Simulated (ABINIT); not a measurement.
Set up this calculation in ABINIT 10.8.3 (patched build), as the native input.

```yaml
Task: band structure
Functional: PW91
Potentials_or_basis: JTH PAW PBE v2.0
Cutoff: 544 eV
k_mesh: 8 × 8 × 5
Occupations: fermi-dirac, width 0.05 eV
Spin: no spin polarisation
Fine-grid_cutoff: 1088.46 eV
Exchange_and_correlation_inside_the_PAW_spheres: full angular mesh (pawxcdev 0, this build's default; the released program takes 1)
```

Te2Pt (Moncheite):

```xyz
3
Lattice="4.0100 0.0000 0.0000 -2.0050 3.4728 0.0000 0.0000 0.0000 5.2010" Properties=species:S:1:pos:R:3 pbc="T T T"
Pt    0.0000    0.0000    0.0000
Te    2.0050    1.1576    3.9007
Te    0.0000    2.3152    1.3002
```

These files were run (other wordings do the same):

run.abi

```
# Datasets: ground state, then fixed potential
ndtset 2

# Pseudopotentials
pp_dirpath "./"
pseudos "Pt.GGA_PBE-JTH.xml, Te.GGA_PBE-JTH.xml"

# Structure
acell 3*1.0
rprim
     7.5778017597     0.0000000000     0.0000000000
    -3.7889008799     6.5625688288     0.0000000000
     0.0000000000     0.0000000000     9.8284655742
ntypat 2
znucl 78 52
natom 3
typat 1 2 2
xred
     0.0000000000     0.0000000000     0.0000000000
     0.6666666667     0.3333333333     0.7500000000
     0.3333333333     0.6666666667     0.2500000000

# Plane-wave basis
ecut 20.0
pawecutdg 40.0

# Exchange and correlation
ixc -109134

# Bands and occupations
occopt 3
tsmear 0.00183747

# SCF cycle
nstep 100

# Output
iomode 3
prtwf 0
prteig 0
prtebands 0
prtden1 1
prtvha1 1
prtvclmb1 1
prtpot1 1

# Dataset 1
kptopt1 1
ngkpt1 8 8 5
nshiftk1 1
shiftk1 0.0 0.0 0.0
nband1 15
tolvrs1 1.0e-9

# Dataset 2: bands along G-M-K-G-A-L-H-A
iscf2 -2
getden2 1
nband2 19
nbdbuf2 2
tolwfr2 1.0e-12
kptopt2 -7
ndivsm2 8
prteig2 1
prtvol2 -3
kptbounds2
     0.0000000000     0.0000000000     0.0000000000
     0.5000000000     0.0000000000     0.0000000000
     0.3333333333     0.3333333333     0.0000000000
     0.0000000000     0.0000000000     0.0000000000
     0.0000000000     0.0000000000     0.5000000000
     0.5000000000     0.0000000000     0.5000000000
     0.3333333333     0.3333333333     0.5000000000
     0.0000000000     0.0000000000     0.5000000000
```

Potentials or basis: JTH PAW PBE v2.0.

The run is started by

```sh
$ abinit run.abi > log 2>&1
```

It gave:

```yaml
Pressure: 10.1 GPa
Largest_force: 1.227 eV/Å
Band_gap_on_the_k_mesh: none (metal or under the smearing width)
Valence_electrons_inside_the_program's_atomic_spheres: Pt 8.76; Te 3.13
```

Caveat: the PAW data sets were made with another functional, which shifts forces and pressure a little; spin-orbit coupling is left out, which moves the levels of the heavy elements.

Run time: 2.6 min on 1 thread of Arm Neoverse V1, with other jobs on the host, peak memory 0.17 GiB.
